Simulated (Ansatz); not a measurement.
## Bi₂Se₃ (R-3m), frozen normal mode

Level of theory: DFT PBE, scalar-relativistic, plane waves, PAW in Ansatz. The runs took a 420 eV cutoff, a Γ-centred 8×4×4 mesh and Gaussian smearing (0.05 eV). Spin–orbit coupling is left out, which matters for the heavy elements here. No spin polarisation. Energies are free energies at this smearing, counted from the undisturbed cell; pressure is positive in compression.

Zero of the scan (relaxed at this level):

```yaml
crystal:
  lattice:
    - [-2.09366, 3.62632, 0.00000]
    - [-6.28097, -3.62632, 0.00000]
    - [2.09366, 1.20877, 10.43403]
  atoms:
    - { symbol: Bi, position: [0.50000, 0.89559, 0.18678] }
    - { symbol: Bi, position: [0.00000, 0.39559, 0.18678] }
    - { symbol: Bi, position: [0.50000, 0.10441, 0.81322] }
    - { symbol: Bi, position: [0.00000, 0.60441, 0.81322] }
    - { symbol: Se, position: [0.50000, 0.50000, 0.00000] }
    - { symbol: Se, position: [0.00000, 0.00000, 0.00000] }
    - { symbol: Se, position: [0.50000, 0.72103, 0.66309] }
    - { symbol: Se, position: [0.00000, 0.22103, 0.66309] }
    - { symbol: Se, position: [0.50000, 0.27897, 0.33691] }
    - { symbol: Se, position: [0.00000, 0.77897, 0.33691] }
```

The cell holds layers and no dispersion correction was added, so their binding is poorly described.

A zone-centre mode of this cell is frozen in: each atom moves by x times its row below, so x is the largest displacement.
```
atom ux uy uz
 Bi1   0.570   0.570   0.570
 Bi2   0.584   0.578  -0.570
 Bi3  -0.584  -0.578   0.570
 Bi4  -0.570  -0.570  -0.570
 Se5  -0.152  -0.088  -0.178
 Se6   0.152   0.088   0.178
 Se7  -0.643  -0.556  -0.203
 Se8  -0.242  -0.325   0.203
 Se9   0.242   0.325  -0.203
Se10   0.643   0.556   0.203
```

```
  x (Å)  ΔE (meV/cell)
-0.4000          401.4
-0.3000          224.9
-0.2000          100.1
-0.1000           25.3
 0.0000            0.0
 0.1000           26.3
 0.2000          109.9
 0.3000          261.4
 0.3500          367.8
 0.4000          498.3
```

(1) Predict the gap on the mesh (eV) at each point.

Answers

(1)
```
  x (Å) gap on the mesh (eV)
-0.4000                  0.56
-0.3000                  0.62
-0.2000                  0.67
-0.1000                  0.70
 0.0000                  0.71
 0.1000                  0.69
 0.2000                  0.63
 0.3000                  0.57
 0.3500                  0.53
 0.4000                  0.50
```